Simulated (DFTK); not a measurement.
# Ag (Im-3m) in DFTK: equation of state

How stiff is Ag in PBE, and what volume does it want? The cell is scaled to several volumes.

Everything below comes from runs of DFTK 0.8.2. Logs are shortened: lines on timing, memory, paths and dates and some standing lists are left out, and cuts for length are marked.

### Step 1. Starting point

It takes space group Im-3m (No. 229, cubic). The conventional cell has a = 3.311 Å, b = 3.311 Å, c = 3.311 Å, α = 90.00°, β = 90.00°, γ = 90.00°. Ag (site symmetry m-3m) is surrounded by 8 Ag at 2.87 Å.

This isn't the form of Ag at room conditions, which is fcc.

### Step 2. Equation of state, PBE

Contents of run.jl:

```julia
using DFTK
using PseudoPotentialData
using Unitful, UnitfulAtomic
using LinearAlgebra, Printf
include("save.jl")
disable_threading()

# lattice vectors are the columns
lattice = austrip(1u"Å") * [     -1.655654       1.655654       1.655654;
                 1.655654      -1.655654       1.655654;
                 1.655654       1.655654      -1.655654]
symbols   = [:Ag]
positions = [[0.0, 0.0, 0.0]]
pseudopotentials = PseudoFamily("dojo.nc.sr.pbe.v0_4_1.standard.upf")
elements = Dict(s => ElementPsp(s, pseudopotentials) for s in unique(symbols))
atoms    = [elements[s] for s in symbols]

build_model(lattice, positions; symmetries=true) =
    model_DFT(lattice, atoms, positions;
              functionals=PBE(),
              temperature=austrip(0.05u"eV"),
              smearing=Smearing.FermiDirac(),
              symmetries)
Ecut  = 41.0  # hartree
kgrid = [11, 11, 11]
tol   = 1e-6
to_GPa = ustrip(uconvert(u"GPa", 1u"hartree/bohr^3"))

results["points"] = []
for scale in [0.94, 0.96, 0.98, 1.0, 1.02, 1.04, 1.06]
    println("\n=== scale = ", scale)
    model = build_model(cbrt(scale) * lattice, positions)
    basis = PlaneWaveBasis(model; Ecut, kgrid)
    t0 = time()
    scfres = self_consistent_field(basis;
                                   tol,
                                   nbandsalg=AdaptiveBands(model; n_bands_converge=14))
    seconds = time() - t0
    @printf "SCF: %d iterations, %.1f s\n" scfres.n_iter seconds
    forces = compute_forces_cart(scfres)
    stress = compute_stresses_cart(scfres)
    @printf "V = %.5f Å^3  F = %.8f Ha  max force = %.5f eV/Å  p = %.4f GPa\n" ustrip(auconvert(u"Å^3", model.unit_cell_volume)) scfres.energies.total ustrip(auconvert(u"eV/Å", maximum(norm, forces))) (-tr(stress) / 3 * to_GPa)
    push!(results["points"], save_scf!(scfres; forces, stress, d=Dict{String,Any}("seconds" => seconds, "n_matvec" => get(scfres, :n_matvec, 0))))
end

# third-order Birch-Murnaghan fit in x = V^(-2/3)
V = [0.94, 0.96, 0.98, 1.0, 1.02, 1.04, 1.06] * abs(det(lattice))
E = [p["total"] for p in results["points"]]
x = V .^ (-2 / 3)
c = [x .^ 0 x x .^ 2 x .^ 3] \ E
Δ = c[3]^2 - 3c[2] * c[4]
if Δ > 0
    x0 = (-c[3] + sqrt(Δ)) / 3c[4]
    B0 = 4 / 9 * x0^(7 / 2) * (2c[3] + 6c[4] * x0)
    @printf "V0 = %.4f Å^3  B0 = %.2f GPa\n" ustrip(auconvert(u"Å^3", x0^(-3 / 2))) B0 * to_GPa
end
```

Potentials or basis: dojo.nc.sr.pbe.v0_4_1.standard.upf (PBE).

Started as:

```
$ julia --threads=1 run.jl  # save.jl only writes the numbers to a file and isn't shown; printed stress counts tension as positive; times include loading and compiling
```

Log:

```text
=== scale = 0.94
n     Energy            log10(ΔE)   log10(Δρ)   Diag   Δtime
---   ---------------   ---------   ---------   ----   ------
  1   -154.9949684132                   -0.88    4.6    4.31s
  2   -155.0162450197       -1.67       -1.51    1.1    2.48s
  3   -155.0176532124       -2.85       -1.97    2.3    2.74s
  4   -155.0177092063       -4.25       -2.17    1.1    1.58s
  5   -155.0177407684       -4.50       -3.28    1.9    2.48s
  6   -155.0177412802       -6.29       -4.00    2.6    2.74s
  7   -155.0177412797   +   -9.30       -3.88    2.4    2.70s
  8   -155.0177412904       -7.97       -5.31    1.1    2.19s
  9   -155.0177412906       -9.95       -6.01    4.0    3.28s
SCF: 9 iterations, 24.7 s
V = 17.06462 Å^3  F = -155.01774129 Ha  max force = 0.00000 eV/Å  p = 5.2787 GPa

=== scale = 0.96
n     Energy            log10(ΔE)   log10(Δρ)   Diag   Δtime
---   ---------------   ---------   ---------   ----   ------
  1   -154.9955169682                   -0.88    4.4    3.52s
[... 45 further cycles ...]
  1   -154.9964155760                   -0.91    4.4    4.18s
  2   -155.0153883922       -1.72       -1.44    1.1    1.56s
  3   -155.0173854470       -2.70       -1.96    2.3    2.74s
  4   -155.0174602717       -4.13       -2.20    1.1    2.15s
  5   -155.0174926367       -4.49       -3.43    2.0    2.58s
  6   -155.0174929089       -6.57       -4.00    3.1    2.94s
  7   -155.0174929141       -8.29       -4.40    1.7    2.32s
  8   -155.0174929152       -8.94       -4.77    1.8    1.78s
  9   -155.0174929155       -9.57       -5.99    2.0    2.54s
 10   -155.0174929155      -11.52       -6.47    3.5    3.09s
SCF: 10 iterations, 26.1 s
V = 19.24308 Å^3  F = -155.01749292 Ha  max force = 0.00000 eV/Å  p = -5.2177 GPa
V0 = 17.9792 Å^3  B0 = 90.34 GPa
```

Wall time 5.2 min (1 thread of Intel Xeon 6975P-C (Granite Rapids), shared host); peak memory 1.6 GiB.

What came out:

```yaml
Equilibrium_volume: 17.98 Å³/atom
Bulk_modulus: 90 GPa
Pressure_derivative_of_the_bulk_modulus: 5.7
```

Energy against volume, from the lowest point:
| volume (Å³/atom) | energy (meV/atom) |
| --- | --- |
| 17.065 | 14.27 |
| 17.428 | 4.64 |
| 17.791 | 0.10 |
| 18.154 | 0.00 |
| 18.517 | 3.77 |
| 18.880 | 10.93 |
| 19.243 | 21.03 |

### Step 3. Single point, PBE, 17.06 Å³/atom (volume scaled by 0.94)

run.jl is that of step 2.

Potentials or basis: dojo.nc.sr.pbe.v0_4_1.standard.upf (PBE).

Started as:

```
$ julia --threads=1 run.jl  # one pass of the loop, scale = 0.94; save.jl only writes the numbers to a file and isn't shown; printed stress counts tension as positive; times include loading and compiling
```

It took 25 s on 1 thread of Intel Xeon 6975P-C (Granite Rapids), shared host.

Results (log left out):

```
Free energy            : -4218.2476 eV
Pressure               : 5.3 GPa
Band gap on the k mesh : none (metal or under the smearing width)
```

### Step 4. Single point, PBE, 17.43 Å³/atom (volume scaled by 0.96)

run.jl is that of step 3.

Started as:

```
$ julia --threads=1 run.jl  # one pass of the loop, scale = 0.96; save.jl only writes the numbers to a file and isn't shown; printed stress counts tension as positive; times include loading and compiling
```

Wall time 21 s (1 thread of Intel Xeon 6975P-C (Granite Rapids), shared host).

The run converged. Its results:

* Free energy: -4218.2573 eV
* Pressure: 2.9 GPa
* Band gap on the k mesh: none (metal or under the smearing width)

### Step 5. Single point, PBE, 17.79 Å³/atom (volume scaled by 0.98)

run.jl is that of step 4.

Started as:

```
$ julia --threads=1 run.jl  # one pass of the loop, scale = 0.98; save.jl only writes the numbers to a file and isn't shown; printed stress counts tension as positive; times include loading and compiling
```

Run time: 26 s. Hardware: 1 thread of Intel Xeon 6975P-C (Granite Rapids), shared host.

Results (log left out):

| Property | Result |
| --- | --- |
| Free energy | -4218.2618 eV |
| Pressure | 0.8 GPa |
| Band gap on the k mesh | none (metal or under the smearing width) |

### Step 6. Single point, PBE, 18.15 Å³/atom

run.jl is that of step 5.

Potentials or basis: dojo.nc.sr.pbe.v0_4_1.standard.upf (PBE).

Started as:

```
$ julia --threads=1 run.jl  # one pass of the loop, scale = 1.0; save.jl only writes the numbers to a file and isn't shown; printed stress counts tension as positive; times include loading and compiling
```

It took 23 s on 1 thread of Intel Xeon 6975P-C (Granite Rapids), shared host.

Results (log left out):

| Item | Value |
| --- | --- |
| Free energy | -4218.2619 eV |
| Pressure | -1.0 GPa |
| Band gap on the k mesh | none (metal or under the smearing width) |

### Step 7. Single point, PBE, 18.52 Å³/atom (volume scaled by 1.02)

run.jl is that of step 6.

Started as:

```
$ julia --threads=1 run.jl  # one pass of the loop, scale = 1.02; save.jl only writes the numbers to a file and isn't shown; printed stress counts tension as positive; times include loading and compiling
```

It took 24 s on 1 thread of Intel Xeon 6975P-C (Granite Rapids), shared host.

Results (log left out):

| Item | Value |
| --- | --- |
| Free energy | -4218.2581 eV |
| Pressure | -2.6 GPa |
| Band gap on the k mesh | none (metal or under the smearing width) |

### Step 8. Single point, PBE, 18.88 Å³/atom (volume scaled by 1.04)

run.jl is that of step 7.

Potentials or basis: dojo.nc.sr.pbe.v0_4_1.standard.upf (PBE).

Started as:

```
$ julia --threads=1 run.jl  # one pass of the loop, scale = 1.04; save.jl only writes the numbers to a file and isn't shown; printed stress counts tension as positive; times include loading and compiling
```

Wall time 26 s (1 thread of Intel Xeon 6975P-C (Granite Rapids), shared host).

Results:

```
Free energy            : -4218.2510 eV
Pressure               : -4.0 GPa
Band gap on the k mesh : none (metal or under the smearing width)
```

### Step 9. Single point, PBE, 19.24 Å³/atom (volume scaled by 1.06)

run.jl is that of step 8.

Potentials or basis: dojo.nc.sr.pbe.v0_4_1.standard.upf (PBE).

Started as:

```
$ julia --threads=1 run.jl  # one pass of the loop, scale = 1.06; save.jl only writes the numbers to a file and isn't shown; printed stress counts tension as positive; times include loading and compiling
```

It took 26 s on 1 thread of Intel Xeon 6975P-C (Granite Rapids), shared host.

Results (log left out):

| Item | Value |
| --- | --- |
| Free energy | -4218.2409 eV |
| Pressure | -5.2 GPa |
| Band gap on the k mesh | none (metal or under the smearing width) |
